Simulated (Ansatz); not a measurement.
# O started in the widest void in anatase TiO2, 109 atoms, charge 0

How does the host give way around this defect, what does it cost to form, and which levels does it put into the gap? The levels of theory are PBEsol, HSE06 and r²SCAN.

Program: Ansatz 0.2.0, PAW, plane waves. These are calculated values, not measurements.

### Step 1. The system as built

109 atoms (36 Ti, 73 O); a = 11.311 Å, b = 11.311 Å, c = 9.548 Å, α = 90.00°, β = 90.00°, γ = 90.00°. All atoms were shaken off their sites by about 0.02 Å along each axis; atoms next to an added one may be pushed further to make room. Defect site 1: (0.333, 0.634, 0.589).

Steps to follow: (2) PBEsol relaxation at the single k point (¼, ¼, ¼), on 1 × NVIDIA GB200 with 8 threads of Arm Neoverse-V2; (3) HSE06 single point at the single k point (¼, ¼, ¼), on 1 × NVIDIA GB200 with 8 threads of Arm Neoverse-V2; (4) r²SCAN single point at the single k point (¼, ¼, ¼), on 1 × NVIDIA GB200 with 8 threads of Arm Neoverse-V2.

### Step 2. Relaxation of the positions (PBEsol)

in.yaml

```yaml
crystal:
  lattice:
    - [11.311282, 0.000005, -0.000027]
    - [0.000005, 11.311282, -0.000027]
    - [-0.000023, -0.000023, 9.548388]
  atoms:
    - { symbol: Ti, position: [0.003288, 0.002328, 0.999987] }
    - { symbol: Ti, position: [0.999559, 0.337214, 0.999540] }
    - { symbol: Ti, position: [0.002875, 0.665034, 0.998945] }
    - { symbol: Ti, position: [0.333332, 0.999429, 0.002949] }
    - { symbol: Ti, position: [0.331213, 0.333573, 0.001114] }
    - { symbol: Ti, position: [0.331760, 0.664910, 0.997662] }
    - { symbol: Ti, position: [0.667034, 0.000201, 0.997670] }
    - { symbol: Ti, position: [0.665935, 0.335996, 0.002888] }
    - { symbol: Ti, position: [0.666543, 0.665603, 0.999052] }
    - { symbol: Ti, position: [0.003261, 0.168945, 0.250303] }
    - { symbol: Ti, position: [0.998962, 0.498702, 0.249655] }
    - { symbol: Ti, position: [0.002399, 0.833751, 0.253902] }
    - { symbol: Ti, position: [0.332062, 0.168435, 0.251372] }
    - { symbol: Ti, position: [0.334189, 0.499951, 0.253928] }
    - { symbol: Ti, position: [0.332800, 0.833648, 0.248647] }
    - { symbol: Ti, position: [0.666744, 0.165189, 0.251871] }
    - { symbol: Ti, position: [0.664425, 0.502096, 0.255124] }
    - { symbol: Ti, position: [0.667654, 0.833756, 0.249246] }
    - { symbol: Ti, position: [0.166326, 0.000714, 0.751230] }
    - { symbol: Ti, position: [0.167469, 0.331985, 0.751865] }
    - { symbol: Ti, position: [0.169117, 0.663584, 0.750068] }
    - { symbol: Ti, position: [0.499538, 0.999396, 0.749327] }
    - { symbol: Ti, position: [0.496729, 0.334345, 0.749359] }
    - { symbol: Ti, position: [0.501961, 0.668988, 0.751128] }
    - { symbol: Ti, position: [0.834553, 0.997788, 0.752255] }
    - { symbol: Ti, position: [0.832888, 0.333569, 0.748209] }
    - { symbol: Ti, position: [0.833621, 0.667229, 0.751350] }
    - { symbol: Ti, position: [0.165533, 0.164475, 0.501746] }
    - { symbol: Ti, position: [0.169217, 0.499423, 0.502294] }
    - { symbol: Ti, position: [0.166204, 0.834720, 0.503951] }
    - { symbol: Ti, position: [0.500852, 0.168469, 0.502758] }
    - { symbol: Ti, position: [0.498659, 0.497991, 0.496850] }
    - { symbol: Ti, position: [0.500958, 0.837437, 0.500908] }
    - { symbol: Ti, position: [0.834214, 0.165614, 0.498383] }
    - { symbol: Ti, position: [0.834904, 0.495909, 0.497848] }
    - { symbol: Ti, position: [0.834184, 0.835016, 0.498282] }
    - { symbol: O, position: [0.002210, 0.997975, 0.204206] }
    - { symbol: O, position: [0.998534, 0.333441, 0.204634] }
    - { symbol: O, position: [0.999066, 0.667306, 0.209442] }
    - { symbol: O, position: [0.333284, 0.000089, 0.208397] }
    - { symbol: O, position: [0.335322, 0.330490, 0.208489] }
    - { symbol: O, position: [0.334321, 0.667915, 0.206628] }
    - { symbol: O, position: [0.663365, 0.000922, 0.208995] }
    - { symbol: O, position: [0.665403, 0.332161, 0.207940] }
    - { symbol: O, position: [0.666127, 0.665775, 0.208189] }
    - { symbol: O, position: [0.002005, 0.167518, 0.460677] }
    - { symbol: O, position: [0.999940, 0.499575, 0.455523] }
    - { symbol: O, position: [0.001243, 0.831238, 0.455147] }
    - { symbol: O, position: [0.330440, 0.167102, 0.458801] }
    - { symbol: O, position: [0.332403, 0.497496, 0.457240] }
    - { symbol: O, position: [0.330322, 0.832494, 0.455130] }
    - { symbol: O, position: [0.662940, 0.167026, 0.455857] }
    - { symbol: O, position: [0.666329, 0.500018, 0.457852] }
    - { symbol: O, position: [0.668456, 0.833016, 0.458676] }
    - { symbol: O, position: [0.996292, 0.167165, 0.039611] }
    - { symbol: O, position: [0.000190, 0.498422, 0.044583] }
    - { symbol: O, position: [0.000736, 0.833719, 0.041321] }
    - { symbol: O, position: [0.330775, 0.166900, 0.048810] }
    - { symbol: O, position: [0.333205, 0.503913, 0.039581] }
    - { symbol: O, position: [0.333952, 0.833842, 0.047335] }
    - { symbol: O, position: [0.665784, 0.165171, 0.041492] }
    - { symbol: O, position: [0.666686, 0.501007, 0.042990] }
    - { symbol: O, position: [0.666392, 0.834110, 0.044237] }
    - { symbol: O, position: [0.001157, 0.000758, 0.793239] }
    - { symbol: O, position: [0.002257, 0.333071, 0.788885] }
    - { symbol: O, position: [0.001965, 0.665396, 0.791374] }
    - { symbol: O, position: [0.332657, 0.000887, 0.793290] }
    - { symbol: O, position: [0.331335, 0.331055, 0.791656] }
    - { symbol: O, position: [0.332915, 0.666016, 0.794609] }
    - { symbol: O, position: [0.666837, 0.000910, 0.790331] }
    - { symbol: O, position: [0.667291, 0.331300, 0.794876] }
    - { symbol: O, position: [0.664758, 0.666866, 0.786163] }
    - { symbol: O, position: [0.167469, 0.164852, 0.296814] }
    - { symbol: O, position: [0.165898, 0.500956, 0.291919] }
    - { symbol: O, position: [0.167404, 0.832913, 0.291500] }
    - { symbol: O, position: [0.501800, 0.166025, 0.289726] }
    - { symbol: O, position: [0.499392, 0.502269, 0.293529] }
    - { symbol: O, position: [0.498956, 0.831994, 0.295444] }
    - { symbol: O, position: [0.831620, 0.167797, 0.290366] }
    - { symbol: O, position: [0.834522, 0.500375, 0.294071] }
    - { symbol: O, position: [0.834503, 0.835711, 0.293260] }
    - { symbol: O, position: [0.167199, 0.998781, 0.961597] }
    - { symbol: O, position: [0.165023, 0.333273, 0.959196] }
    - { symbol: O, position: [0.167987, 0.664763, 0.958610] }
    - { symbol: O, position: [0.497923, 0.997491, 0.957305] }
    - { symbol: O, position: [0.499544, 0.334361, 0.959149] }
    - { symbol: O, position: [0.500331, 0.664704, 0.956101] }
    - { symbol: O, position: [0.833238, 0.002051, 0.955094] }
    - { symbol: O, position: [0.833069, 0.332020, 0.963661] }
    - { symbol: O, position: [0.833966, 0.669311, 0.955372] }
    - { symbol: O, position: [0.165849, 0.001108, 0.540819] }
    - { symbol: O, position: [0.167197, 0.334964, 0.546327] }
    - { symbol: O, position: [0.166721, 0.664814, 0.544279] }
    - { symbol: O, position: [0.501432, 0.003307, 0.541560] }
    - { symbol: O, position: [0.500750, 0.335008, 0.543468] }
    - { symbol: O, position: [0.501651, 0.666706, 0.543549] }
    - { symbol: O, position: [0.831222, 0.998429, 0.540163] }
    - { symbol: O, position: [0.835468, 0.334213, 0.544686] }
    - { symbol: O, position: [0.832725, 0.668614, 0.541618] }
    - { symbol: O, position: [0.167344, 0.165695, 0.706590] }
    - { symbol: O, position: [0.166231, 0.501196, 0.706644] }
    - { symbol: O, position: [0.167505, 0.833192, 0.709255] }
    - { symbol: O, position: [0.499076, 0.166857, 0.707995] }
    - { symbol: O, position: [0.500134, 0.500896, 0.704029] }
    - { symbol: O, position: [0.502831, 0.831792, 0.709944] }
    - { symbol: O, position: [0.831188, 0.165185, 0.706105] }
    - { symbol: O, position: [0.830403, 0.500982, 0.711200] }
    - { symbol: O, position: [0.834700, 0.833879, 0.705431] }
    - { symbol: O, position: [0.331991, 0.636956, 0.585341] }
  symmetry: { detect: false }
kpoints:
  mp_grid: { grid: [1, 1, 1], shift: [0.25, 0.25, 0.25] }
hamiltonian:
  xc: pbesol
scf:
  occupations: { method: fermi_dirac, width: 0.01 }
relax:
  f_tol: 0.03
  max_steps: 80
  escape_saddle: false
  adjacent_minimum: "off"
output:
  forces: true
  eigenvalues: true
  populations: true
```

Command:

```bash
ansatz run in.yaml --threads 8 --pin off --max-ram 118750MiB --runs-dir r --events-out ev --progress --plain --backend cuda --devices 0, --max-vram 170GiB
```

After this run come: Single point with HSE06; Single point with r²SCAN.

Before running it: what results should come out? Wanted: for each run, formation energy; host gap; top filled to lowest empty.

The runs gave:

| level | time | formation energy (eV) | host gap (eV) | top filled to lowest empty (eV) |
| --- | --- | --- | --- | --- |
| PBEsol, relaxation | 10 s (GPU) | 1.13 | 2.21 | 2.55 |
| HSE06 | 44 s (GPU) | 1.71 | 3.78 | 4.10 |
| r²SCAN | 5 s (GPU) | 1.42 | 2.65 | 2.95 |

```
     quantity                              value
   relaxation  11 recorded steps, 5.34 eV gained
largest shift                      1.26 Å (O109)
```

**Reading.** Relaxation gains 5.34 eV, with shifts up to 1.26 Å (O109). A shift this large means that the defect left the place where it started, so the values belong to the end structure, not to the one named. The formation energy goes from 1.13 eV (PBEsol) to 1.71 eV (HSE06). The reservoirs are the elements' reference phases; where the defect changes the composition, the value depends on that choice. r²SCAN shows no level inside the gap that the count of atoms sharing it marks as tightly localised. The price of HSE06 is about 8.7 times the time of r²SCAN here. The host's edges were read at Γ, so band-like levels at this k point need not coincide with them. Finite-cell errors of some tenths of an eV remain in such numbers.
